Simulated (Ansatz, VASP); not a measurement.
**ZnS: VASP beside Ansatz**

```
Zn S
1.0
     0.03368    2.69451    2.69451
     2.72819    0.00000    2.72819
     2.69451    2.69451    0.03368
Zn S
1 1
Direct
  0.00000 0.00000 0.00000
  0.75000 0.75000 0.75000
```

Change from the starting cell: strain +0.0250 x Voigt [0, 0, 0, 0, 1, 0], atoms carried along.

Alike in both runs: task single point; functional r2SCAN; k mesh 8 × 8 × 8; occupations gaussian, width 0.05 eV; no spin polarisation.

```csv
,VASP,Ansatz
version,VASP 6.6.1,Ansatz 0.2.0
potentials or method,"VASP PAW PBE potentials, release 64 (Zn, S)","scalar-relativistic, plane waves, PAW"
plane-wave cutoff (eV),520,500
valence electrons in the cell,18,18
```

|  | VASP | Ansatz | Ansatz less VASP |
| --- | --- | --- | --- |
| gap on the k mesh at the Fermi level (eV) | 2.66 | 2.65 | -0.010 |
| least direct gap on the mesh (eV) | 2.66 | 2.65 | -0.010 |
| pressure (GPa) | 0.1 | 0.1 | -0.02 |
| largest component of the traceless stress (GPa) | 1.82 | 1.82 | -0.006 |
| rms of the force components (eV/Å) | 0.082 | 0.083 | +0.0010 |

Atom by atom the forces differ by 0.001 eV/Å (rms over components). With one functional, cell and mesh, what is left measures potentials, basis and numerics.

Caveats: the PAW data sets were made with another functional, which shifts forces and pressure a little (VASP).
